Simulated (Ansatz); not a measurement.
Input, command and steps of an Ansatz relaxation.

```yaml
crystal:
  lattice:
    - [6.8723551974, 0.0, 0.0]
    - [0.0, 6.8723551974, 0.0]
    - [0.0, 0.0, 3.5704469109]
  atoms:
    - { symbol: Hf, position: [0.6736559619, 0.8263440381, 0.5] }
    - { symbol: Hf, position: [0.8263440381, 0.3263440381, 0.5] }
    - { symbol: Hf, position: [0.3263440381, 0.1736559619, 0.5] }
    - { symbol: Hf, position: [0.1736559619, 0.6736559619, 0.5] }
    - { symbol: Hf, position: [0.5, 0.5, 0.0] }
    - { symbol: Hf, position: [0.0, 0.0, 0.0] }
    - { symbol: Si, position: [0.6234091849, 0.1234091849, 0.0] }
    - { symbol: Si, position: [0.8765908151, 0.6234091849, 0.0] }
    - { symbol: Si, position: [0.1234091849, 0.3765908151, 0.0] }
    - { symbol: Si, position: [0.3765908151, 0.8765908151, 0.0] }
basis:
  ecutwfc: 500
kpoints:
  mp_grid: { grid: [6, 6, 10] }
hamiltonian:
  xc: r2scan
scf:
  occupations: { method: gaussian, width: 0.1 }
output:
  forces: true
  stress: true
  eigenvalues: true
relax:
  adjacent_minimum: "off"
  f_tol: 0.01
  max_steps: 30
  cell: { stress_tol: 0.1, fix: [volume] }
```

```bash
ansatz run input.yaml --threads 2 --pin off --max-ram 5120MiB --backend cpu --events-out ev --progress --plain --runs-dir out
```

These are results of DFT r2SCAN, scalar-relativistic, plane waves, PAW in Ansatz 0.2.0, not measurements.

The volume is held at 0.94 times that of the relaxed cell.

Of 4 frames 3 are shown, positions in Å and forces in eV/Å; the SCF threshold varies from step to step. Steps run on the plane waves of an earlier cell, with a Pulay correction in the pressure. The basis is chosen afresh for the last frame, the zero of the energies, and at times for earlier ones too; energy and pressure can step there, also at an unchanged geometry. Where two frames share a geometry here, they differ by under 2 meV/atom and 0.3 GPa. The mark taken_back stands on steps that the optimiser undid.

```xyz
10
Lattice="6.8724 0.0000 0.0000 0.0000 6.8724 0.0000 0.0000 0.0000 3.5704" Properties=species:S:1:pos:R:3:forces:R:3 pbc="T T T" step=1 free_energy_over_end_meV_per_atom=0.28 pressure_GPa=10.29
Hf    4.6296    5.6789    1.7852    0.0291   -0.0291    0.0000
Hf    5.6789    2.2428    1.7852   -0.0291   -0.0291    0.0000
Hf    2.2428    1.1934    1.7852   -0.0291    0.0291    0.0000
Hf    1.1934    4.6296    1.7852    0.0291    0.0291    0.0000
Hf    3.4362    3.4362    0.0000    0.0000    0.0000    0.0000
Hf    0.0000    0.0000    0.0000    0.0000    0.0000    0.0000
Si    4.2843    0.8481    0.0000   -0.0075   -0.0075    0.0000
Si    6.0242    4.2843    0.0000    0.0075   -0.0075    0.0000
Si    0.8481    2.5881    0.0000   -0.0075    0.0075    0.0000
Si    2.5881    6.0242    0.0000    0.0075    0.0075    0.0000
10
Lattice="6.9058 0.0000 0.0000 0.0000 6.9058 0.0000 0.0000 0.0000 3.5359" Properties=species:S:1:pos:R:3:forces:R:3 pbc="T T T" step=2 free_energy_over_end_meV_per_atom=0.46 pressure_GPa=9.98 taken_back
Hf    4.6596    5.6992    1.7680   -0.0408    0.0408    0.0000
Hf    5.6992    2.2463    1.7680    0.0408    0.0408    0.0000
Hf    2.2463    1.2067    1.7680    0.0408   -0.0408    0.0000
Hf    1.2067    4.6596    1.7680   -0.0408   -0.0408    0.0000
Hf    3.4529    3.4529    0.0000    0.0000    0.0000    0.0000
Hf    0.0000    0.0000    0.0000    0.0000    0.0000    0.0000
Si    4.3008    0.8479    0.0000    0.0140    0.0140    0.0000
Si    6.0579    4.3008    0.0000   -0.0140    0.0140    0.0000
Si    0.8479    2.6050    0.0000    0.0140   -0.0140    0.0000
Si    2.6050    6.0579    0.0000   -0.0140   -0.0140    0.0000
10
Lattice="6.8866 0.0000 0.0000 0.0000 6.8866 0.0000 0.0000 0.0000 3.5557" Properties=species:S:1:pos:R:3:forces:R:3 pbc="T T T" step=4 free_energy_over_end_meV_per_atom=0.00 pressure_GPa=10.14
Hf    4.6423    5.6877    1.7778    0.0015   -0.0015    0.0000
Hf    5.6877    2.2444    1.7778   -0.0015   -0.0015    0.0000
Hf    2.2444    1.1989    1.7778   -0.0015    0.0015    0.0000
Hf    1.1989    4.6423    1.7778    0.0015    0.0015    0.0000
Hf    3.4433    3.4433    0.0000    0.0000    0.0000    0.0000
Hf    0.0000    0.0000    0.0000    0.0000    0.0000    0.0000
Si    4.2914    0.8481    0.0000    0.0030    0.0030    0.0000
Si    6.0385    4.2914    0.0000   -0.0030    0.0030    0.0000
Si    0.8481    2.5952    0.0000    0.0030   -0.0030    0.0000
Si    2.5952    6.0385    0.0000   -0.0030   -0.0030    0.0000
```

The run took 2.4 min on 2 threads of Intel(R) Xeon(R) 6975P-C (Granite Rapids), on a shared host, peak memory 1.5 GiB.

Spin–orbit coupling is left out, which can shift energies with elements as heavy as these.